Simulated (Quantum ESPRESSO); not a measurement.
A run of Quantum ESPRESSO 7.5:

Contents of pw.in:

```
&CONTROL
  calculation = 'scf'
  prefix = 'pwscf'
  outdir = './tmp'
  pseudo_dir = './pseudo'
  tprnfor = .true.
  tstress = .true.
  disk_io = 'low'
/
&SYSTEM
  ibrav = 0
  celldm(1) = 8
  nat = 2
  ntyp = 1
  ecutwfc = 80
  nbnd = 20
  occupations = 'smearing'
  smearing = 'fd'
  degauss = 0.00367493
/
&ELECTRONS
  conv_thr = 4d-10
  electron_maxstep = 120
  mixing_beta = 0.5
/
ATOMIC_SPECIES
Ga    69.7230 Ga.upf
CELL_PARAMETERS alat
  0.6563070998841   0.0000000000000   0.0000000000000
  0.0000000000000   0.7751677326581   0.0000000000000
 -0.3173396054574   0.0000000000000   0.9425654332059
ATOMIC_POSITIONS crystal
Ga     0.1345962700    0.7500000000    0.7701668300
Ga     0.8654037300    0.2500000000    0.2298331700
K_POINTS automatic
8 6 6 0 0 0
```

File nscf.in:

```
&CONTROL
  calculation = 'nscf'
  prefix = 'pwscf'
  outdir = './tmp'
  pseudo_dir = './pseudo'
  disk_io = 'low'
/
&SYSTEM
  ibrav = 0
  celldm(1) = 8
  nat = 2
  ntyp = 1
  ecutwfc = 80
  nbnd = 29
  occupations = 'smearing'
  smearing = 'fd'
  degauss = 0.00367493
  nosym = .true.
  noinv = .true.
/
&ELECTRONS
  conv_thr = 1d-09
  electron_maxstep = 120
  mixing_beta = 0.5
  diago_full_acc = .true.
  startingwfc = 'random'
/
ATOMIC_SPECIES
Ga    69.7230 Ga.upf
CELL_PARAMETERS alat
  0.6563070998841   0.0000000000000   0.0000000000000
  0.0000000000000   0.7751677326581   0.0000000000000
 -0.3173396054574   0.0000000000000   0.9425654332059
ATOMIC_POSITIONS crystal
Ga     0.1345962700    0.7500000000    0.7701668300
Ga     0.8654037300    0.2500000000    0.2298331700
K_POINTS crystal
120
  0.00000000   0.00000000   0.00000000 8.33333333e-03
  0.00000000   0.00000000   0.25000000 8.33333333e-03
  0.00000000   0.00000000   0.50000000 8.33333333e-03
  0.00000000   0.00000000   0.75000000 8.33333333e-03
  0.00000000   0.20000000   0.00000000 8.33333333e-03
  0.00000000   0.20000000   0.25000000 8.33333333e-03
[... 112 lines left out ...]
  0.83333333   0.80000000   0.50000000 8.33333333e-03
  0.83333333   0.80000000   0.75000000 8.33333333e-03
```

pw2wan.in

```
&INPUTPP
  prefix = 'pwscf'
  outdir = './tmp'
  seedname = 'w'
  write_mmn = .true.
  write_amn = .true.
/
```

File bands.in:

```
&CONTROL
  calculation = 'bands'
  prefix = 'pwscf'
  outdir = './tmp'
  pseudo_dir = './pseudo'
  disk_io = 'low'
/
&SYSTEM
  ibrav = 0
  celldm(1) = 8
  nat = 2
  ntyp = 1
  ecutwfc = 80
  nbnd = 29
  occupations = 'smearing'
  smearing = 'fd'
  degauss = 0.00367493
/
&ELECTRONS
  conv_thr = 1d-08
  electron_maxstep = 120
  mixing_beta = 0.5
  diago_full_acc = .true.
  startingwfc = 'random'
/
ATOMIC_SPECIES
Ga    69.7230 Ga.upf
CELL_PARAMETERS alat
  0.6563070998841   0.0000000000000   0.0000000000000
  0.0000000000000   0.7751677326581   0.0000000000000
 -0.3173396054574   0.0000000000000   0.9425654332059
ATOMIC_POSITIONS crystal
Ga     0.1345962700    0.7500000000    0.7701668300
Ga     0.8654037300    0.2500000000    0.2298331700
K_POINTS crystal
96
  0.00000000   0.00000000   0.00000000 1
  0.00000000   0.00000000   0.05555600 1
  0.00000000   0.00000000   0.11111100 1
  0.00000000   0.00000000   0.16666700 1
  0.00000000   0.00000000   0.22222200 1
  0.00000000   0.00000000   0.27777800 1
  0.00000000   0.00000000   0.33333300 1
  0.00000000   0.00000000   0.38888900 1
  0.00000000   0.00000000   0.44444400 1
  0.00000000   0.00000000   0.50000000 1
 -0.03995100   0.00000000   0.51931700 1
 -0.07990200   0.00000000   0.53863500 1
 -0.11985300   0.00000000   0.55795200 1
 -0.15980400   0.00000000   0.57726900 1
 -0.19975500   0.00000000   0.59658600 1
 -0.23970600   0.00000000   0.61590400 1
 -0.27965800   0.00000000   0.63522100 1
 -0.31960900   0.00000000   0.65453800 1
 -0.35956000   0.00000000   0.67385500 1
 -0.39951100   0.00000000   0.69317300 1
 -0.43946200   0.00000000   0.71249000 1
 -0.45156900   0.00000000   0.66999200 1
 -0.46367700   0.00000000   0.62749400 1
 -0.47578500   0.00000000   0.58499600 1
 -0.48789200   0.00000000   0.54249800 1
 -0.50000000   0.00000000   0.50000000 1
 -0.50000000   0.04545500   0.50000000 1
 -0.50000000   0.09090900   0.50000000 1
 -0.50000000   0.13636400   0.50000000 1
 -0.50000000   0.18181800   0.50000000 1
 -0.50000000   0.22727300   0.50000000 1
 -0.50000000   0.27272700   0.50000000 1
 -0.50000000   0.31818200   0.50000000 1
 -0.50000000   0.36363600   0.50000000 1
 -0.50000000   0.40909100   0.50000000 1
 -0.50000000   0.45454500   0.50000000 1
 -0.50000000   0.50000000   0.50000000 1
 -0.51210800   0.50000000   0.45750200 1
 -0.52421500   0.50000000   0.41500400 1
 -0.53632300   0.50000000   0.37250600 1
 -0.54843100   0.50000000   0.33000800 1
 -0.56053800   0.50000000   0.28751000 1
 -0.54843100   0.50000000   0.23000800 1
 -0.53632300   0.50000000   0.17250600 1
 -0.52421500   0.50000000   0.11500400 1
 -0.51210800   0.50000000   0.05750200 1
 -0.50000000   0.50000000   0.00000000 1
 -0.50000000   0.45454500   0.00000000 1
 -0.50000000   0.40909100   0.00000000 1
 -0.50000000   0.36363600   0.00000000 1
 -0.50000000   0.31818200   0.00000000 1
 -0.50000000   0.27272700   0.00000000 1
 -0.50000000   0.22727300   0.00000000 1
 -0.50000000   0.18181800   0.00000000 1
 -0.50000000   0.13636400   0.00000000 1
 -0.50000000   0.09090900   0.00000000 1
 -0.50000000   0.04545500   0.00000000 1
 -0.50000000   0.00000000   0.00000000 1
 -0.51210800   0.00000000   0.05750200 1
 -0.52421500   0.00000000   0.11500400 1
 -0.53632300   0.00000000   0.17250600 1
 -0.54843100   0.00000000   0.23000800 1
 -0.56053800   0.00000000   0.28751000 1
 -0.43946200   0.50000000   0.71249000 1
 -0.39951100   0.50000000   0.69317300 1
 -0.35956000   0.50000000   0.67385500 1
 -0.31960900   0.50000000   0.65453800 1
 -0.27965800   0.50000000   0.63522100 1
 -0.23970600   0.50000000   0.61590400 1
 -0.19975500   0.50000000   0.59658600 1
 -0.15980400   0.50000000   0.57726900 1
 -0.11985300   0.50000000   0.55795200 1
 -0.07990200   0.50000000   0.53863500 1
 -0.03995100   0.50000000   0.51931700 1
  0.00000000   0.50000000   0.50000000 1
  0.00000000   0.50000000   0.44444400 1
  0.00000000   0.50000000   0.38888900 1
  0.00000000   0.50000000   0.33333300 1
  0.00000000   0.50000000   0.27777800 1
  0.00000000   0.50000000   0.22222200 1
  0.00000000   0.50000000   0.16666700 1
  0.00000000   0.50000000   0.11111100 1
  0.00000000   0.50000000   0.05555600 1
  0.00000000   0.50000000   0.00000000 1
  0.00000000   0.00000000   0.50000000 1
  0.00000000   0.04545500   0.50000000 1
  0.00000000   0.09090900   0.50000000 1
  0.00000000   0.13636400   0.50000000 1
  0.00000000   0.18181800   0.50000000 1
  0.00000000   0.22727300   0.50000000 1
  0.00000000   0.27272700   0.50000000 1
  0.00000000   0.31818200   0.50000000 1
  0.00000000   0.36363600   0.50000000 1
  0.00000000   0.40909100   0.50000000 1
  0.00000000   0.45454500   0.50000000 1
  0.00000000   0.50000000   0.50000000 1
```

w.win

```
num_wann = 18
num_bands = 29
guiding_centres = true
dis_froz_max = 14.01
dis_num_iter = 600
dis_mix_ratio = 0.5
dis_conv_tol = 1.0d-9
num_iter = 1200
search_shells = 100
kmesh_tol = 1.0d-4
conv_tol = 1.0d-8
conv_window = 4
num_print_cycles = 200
fermi_energy = 11.0118
bands_plot = true
write_hr = true
mp_grid = 6 5 4
begin projections
Ga: s;p;d
end projections
begin unit_cell_cart
ang
  2.7784220849   0.0000000000   0.0000000000
  0.0000000000   3.2816087900   0.0000000000
 -1.3434310986   0.0000000000   3.9902731763
end unit_cell_cart
begin atoms_frac
Ga   0.1345962700   0.7500000000   0.7701668300
Ga   0.8654037300   0.2500000000   0.2298331700
end atoms_frac
begin kpoint_path
G   0.0000000000   0.0000000000   0.0000000000  Y   0.0000000000   0.0000000000   0.5000000000
Y   0.0000000000   0.0000000000   0.5000000000  H  -0.4394618260   0.0000000000   0.7124899190
H  -0.4394618260   0.0000000000   0.7124899190  C  -0.5000000000   0.0000000000   0.5000000000
C  -0.5000000000   0.0000000000   0.5000000000  E  -0.5000000000   0.5000000000   0.5000000000
E  -0.5000000000   0.5000000000   0.5000000000  M1  -0.5605381740   0.5000000000   0.2875100810
M1  -0.5605381740   0.5000000000   0.2875100810  A  -0.5000000000   0.5000000000   0.0000000000
A  -0.5000000000   0.5000000000   0.0000000000  X  -0.5000000000   0.0000000000   0.0000000000
X  -0.5000000000   0.0000000000   0.0000000000  H1  -0.5605381740   0.0000000000   0.2875100810
M  -0.4394618260   0.5000000000   0.7124899190  D   0.0000000000   0.5000000000   0.5000000000
D   0.0000000000   0.5000000000   0.5000000000  Z   0.0000000000   0.5000000000   0.0000000000
Y   0.0000000000   0.0000000000   0.5000000000  D   0.0000000000   0.5000000000   0.5000000000
end kpoint_path
bands_num_points = 9
begin kpoints
  0.00000000   0.00000000   0.00000000
  0.00000000   0.00000000   0.25000000
  0.00000000   0.00000000   0.50000000
  0.00000000   0.00000000   0.75000000
  0.00000000   0.20000000   0.00000000
  0.00000000   0.20000000   0.25000000
[... 112 lines left out ...]
  0.83333333   0.80000000   0.50000000
  0.83333333   0.80000000   0.75000000
end kpoints
```

Potentials or basis: PseudoDojo 0.4.1 SR LDA standard.

Run with:

```console
$ OMP_NUM_THREADS=1 pw.x -in pw.in > pw.out
$ OMP_NUM_THREADS=1 pw.x -in nscf.in > nscf.out
$ wannier90.x -pp w
$ OMP_NUM_THREADS=1 pw2wannier90.x -in pw2wan.in > pw2wan.out
$ wannier90.x w
$ OMP_NUM_THREADS=1 pw.x -in bands.in > bands.out
```

Hardware: 1 thread of Intel(R) Xeon(R) 6975P-C (Granite Rapids) (shared host).

Task: Estimate the wall time of this run.

Result: Wall time 3.7 min on 1 thread of Intel(R) Xeon(R) 6975P-C (Granite Rapids), with other jobs on the host, peak memory 0.19 GiB. Counts: scf iterations 8, k pools 1, bands 20, k points 104, g dense 23705.
